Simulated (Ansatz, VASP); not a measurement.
## La in VASP and in Ansatz

INCAR

```
SYSTEM = La
PREC = Accurate
ENCUT = 520
EDIFF = 1E-8
ISMEAR = -1
SIGMA = 0.03
LREAL = .FALSE.
LASPH = .TRUE.
NELM = 80
ALGO = Normal
ISIF = 2
LWAVE = .FALSE.
LCHARG = .FALSE.
LEFG = .TRUE.
NBANDS = 12
```

File KPOINTS:

```
Automatic mesh
0
G
  11 11 11
  0 0 0
```

Contents of POSCAR:

```
La
1.0
   -2.1517794217      2.1517794217      2.1517794217
    2.1517794217     -2.1517794217      2.1517794217
    2.1517794217      2.1517794217     -2.1517794217
La
1
Direct
    0.0000000000      0.0000000000      0.0000000000
```

Input for Ansatz:

```yaml
crystal:
  lattice:
    - [-2.1517794217, 2.1517794217, 2.1517794217]
    - [2.1517794217, -2.1517794217, 2.1517794217]
    - [2.1517794217, 2.1517794217, -2.1517794217]
  atoms:
    - { symbol: La, position: [0.0, 0.0, 0.0] }
kpoints:
  mp_grid: { grid: [11, 11, 11] }
scf:
  occupations: { method: fermi_dirac, width: 0.03 }
hamiltonian:
  xc: lda
  pseudopotentials: { kind: all_electron, datasets: crystal }
output:
  forces: true
  stress: true
  eigenvalues: true
  efg: { contact_densities: true }
```

Change from the starting cell: volume scaled by 1.04, crystal datasets.

Alike in both runs: task electric field gradients; functional LDA; k mesh 11 × 11 × 11; occupations fermi-dirac, width 0.03 eV; no spin polarisation.

```csv
,VASP,Ansatz
version,VASP 6.6.1,Ansatz 0.2.0
potentials or method,"VASP PAW LDA potentials, release 64 (La)","all-electron PAW with datasets made for the crystal, scalar-relativistic"
plane-wave cutoff (eV),520,see its input
```

|  | VASP | Ansatz | Ansatz less VASP |
| --- | --- | --- | --- |
| pressure (GPa) | -4.3 | -4.2 | +0.08 |
| Vzz of the field gradient on the site that differs most (V/Å²) | 0.0 | 0.0 | 0.00 |

Ansatz ran all-electron here, so the differences hold the error of VASP's frozen core and of both bases. Ansatz warned: «gradients_without_spin_orbit».

The runs have no spin-orbit coupling, so splittings on La are missing.
